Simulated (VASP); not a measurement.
BaTiO3:

```
Ba Ti O
1.0
     3.99980    0.00000    0.00000
     0.00000    3.99980    0.00000
     0.00000    0.00000    4.01800
Ba Ti O
1 1 3
Direct
  0.00000 0.00000 0.00000
  0.50000 0.50000 0.49000
  0.00000 0.50000 0.51700
  0.50000 0.00000 0.51700
  0.50000 0.50000 0.01900
```

Base run:

```yaml
Program: VASP 6.6.1
Functional: PBEsol
Potentials_or_basis: VASP PAW PBE potentials, release 64 (Ba_sv, Ti_sv, O)
Cutoff: 520 eV
k_mesh: 7 × 7 × 7
Occupations: fermi-dirac, width 0.05 eV
Spin: no spin polarisation
```

Its results: band gap on the k mesh 1.82 eV, indirect (least direct gap 2.02 eV).

**Question.** The run is repeated on the same cell with these changes: functional from PBEsol to revPBE. What comes out?

**Answer.** Band gap on the k mesh 1.89 eV, indirect (least direct gap 2.09 eV).

Caveats: spin-orbit coupling is left out, which moves the levels of the heavy elements; the mesh misses the band edges, which the band path finds closer together.

Not every run made on this cell is shown here.
